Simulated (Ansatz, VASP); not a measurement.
**One calculation of ZnS (Wurtzite-2H), two programs**

```
Zn S
1.0
     3.81100    0.00000    0.00000
    -1.90550    3.30042    0.00000
     0.00000    0.00000    6.23400
Zn S
2 2
Direct
  0.66667 0.33333 0.50000
  0.33333 0.66667 0.00000
  0.66667 0.33333 0.88500
  0.33333 0.66667 0.38500
```

Alike in both runs: task relaxation of cell and atoms; functional BLYP; dispersion D4; k mesh 8 × 8 × 5; occupations fermi-dirac, width 0.05 eV; no spin polarisation.

```csv
,VASP,Ansatz
version,VASP 6.6.1,Ansatz 0.2.0
potentials or method,"VASP PAW PBE potentials, release 64 (Zn, S)",Ansatz PAW
plane-wave cutoff (eV),600,420
valence electrons in the cell,36,36
```

```tsv
	VASP	Ansatz	Ansatz less VASP
gap on the k mesh at the Fermi level, each at its own relaxed structure (eV)	2.17	2.14	-0.027
relaxed volume (Å³/atom)	19.78	19.75	-0.029
relaxed cell length with the largest relative difference (Å)	3.815	3.812	-0.0023
energy change over the relaxation (meV/atom)	-7	-6	+0.2
```

Caveats: the PAW data sets were made with another functional, which shifts forces and pressure a little (VASP); odd divisions of the mesh miss points on the zone boundary, where band edges often lie, so the gap on the mesh can be too wide (Ansatz); the plane-wave basis is chosen anew once the cell has moved, so the energies of steps on either side of that aren't comparable (Ansatz); the PAW data sets come from PBE, with cores solved anew for the run's functional, which leaves a small shift of forces and pressure (Ansatz). Zero-point motion and thermal expansion aren't in these numbers. BLYP gaps usually lie below the measured ones, often by a third to a half.
